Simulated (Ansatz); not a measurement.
A run of Ansatz 0.2.0 is set up as follows.

Contents of input.yaml:

```yaml
crystal:
  lattice:
    - [4.0073, 0.0, 0.0]
    - [0.0, 4.0073, 0.0]
    - [0.0, 0.0, 8.0146]
  atoms:
    - { symbol: Ba, position: [0.57741183, 0.59500232, 0.23992172] }
    - { symbol: Ba, position: [0.51332394, 0.4560751, 0.76364779] }
    - { symbol: Ti, position: [0.03541446, 0.99821346, 0.01323765] }
    - { symbol: Ti, position: [0.94998822, 0.97116865, 0.51852723] }
    - { symbol: O, position: [0.56907321, 0.92562621, 0.97977337] }
    - { symbol: O, position: [0.42932898, 0.96655177, 0.50052582] }
    - { symbol: O, position: [0.96890201, 0.59557335, 0.98414811] }
    - { symbol: O, position: [0.95413175, 0.46285961, 0.52367077] }
    - { symbol: O, position: [0.96184641, 0.01024514, 0.22399392] }
    - { symbol: O, position: [0.04057919, 0.0186844, 0.75255361] }
hamiltonian:
  xc: pbe
  pseudopotentials: { kind: paw }
kpoints:
  mp_grid: { grid: [7, 7, 4] }
scf:
  occupations: { method: fermi_dirac, width: 0.05 }
basis:
  ecutwfc: "500 eV"
output:
  forces: true
  stress: true
  eigenvalues: true
  write_density: true
  write_potential: true
  elf: true
  volumetric_format: npy
```

Potentials or basis: Ansatz PAW.

The run is started by

```sh
$ ansatz run input.yaml --threads 4 --pin off --max-ram 11264MiB --backend cpu --events-out ev --progress --plain --runs-dir out
```

Task: Predict the largest force.

Result: 7.869 eV/Å.

Task: What does it give for the band gap on the k mesh?

Result: 1.50 eV, direct.

Forces in eV/Å, atoms in the order of the input:
```
Ba  -2.779 -3.316  0.872
Ba  -0.688  0.568 -0.710
Ti   1.317  2.613 -4.338
Ti   2.058  0.926  2.396
O   -4.416  3.974  0.316
O    1.548 -0.027 -0.599
O    2.954 -7.272  0.563
O   -0.374  0.995 -1.384
O    1.617  1.850  4.506
O   -1.236 -0.309 -1.623
```

Caveat: odd divisions of the mesh miss points on the zone boundary, where band edges often lie, so the gap on the mesh can be too wide; spin-orbit coupling is left out, which moves the levels of the heavy elements; forces of over 1 eV/Å show positions far from the minimum, so gaps and moduli don't describe the material at rest. A k mesh can miss the band edges.
